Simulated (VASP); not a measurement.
Set up this calculation in VASP 6.6.1, as the native input.

| Quantity | Value |
| --- | --- |
| Task | single point |
| Functional | PBEsol |
| Potentials or basis | VASP PAW PBE potentials, release 64 (Sc_sv, H) |
| Cutoff | 520 eV |
| k mesh | 14 × 14 × 14 |
| Occupations | gaussian, width 0.1 eV |
| Spin | no spin polarisation |
| Dipole correction | no |
| Further INCAR settings | ALGO = Normal; EDIFF = 1e-06; NBANDS = 14 |

The structure of ScH2 lies in POSCAR:

```
ScH2
1.0
    0.0000000000      2.3138775658      2.4573723658
    2.3138775658      0.0000000000      2.4573723658
    2.3138775658      2.3138775658      0.0000000000
Sc H
1 2
Direct
   -0.0739162793     -0.0739162793      0.0739162793
    0.2869581397      0.2869581397      0.2130418603
    0.7869581397      0.7869581397      0.7130418603
```

The cell isn't the ideal one: strained and moved within a subgroup.

The input as run:

INCAR

```
ALGO     = Normal         # electronic algorithm
EDIFF    = 1E-6           # SCF threshold, eV
ENCUT    = 520            # plane-wave cutoff, eV
GGA      = PS             # functional
ISIF     = 2              # what is computed and relaxed
ISMEAR   = 0              # smearing method
LASPH    = T              # aspherical terms in the spheres
LCHARG   = F              # write CHGCAR
LREAL    = F              # projectors in reciprocal space
LWAVE    = F              # write WAVECAR
NBANDS   = 14             # bands
NELM     = 100            # most SCF steps
PREC     = Accurate       # precision mode
SIGMA    = 0.1            # smearing width, eV
```

KPOINTS

```
k-points
0
Gamma
  14 14 14
```

Potentials or basis: VASP PAW PBE potentials, release 64 (Sc_sv, H).

The run is started by

```sh
$ cat potpaw_PBE.64/Sc_sv/POTCAR potpaw_PBE.64/H/POTCAR > POTCAR
$ mpirun -np 1 vasp_std > vasp.out
```

It gave:

```yaml
Pressure: 13.6 GPa
Largest_force: 3.760 eV/Å
Band_gap_on_the_k_mesh: none (metal or under the smearing width)
```

Caveat: the PAW data sets were made with another functional, which shifts forces and pressure a little.

It took 39 s on 1 thread of Intel(R) Xeon(R) 6975P-C (Granite Rapids) (shared host), peak memory 0.22 GiB.
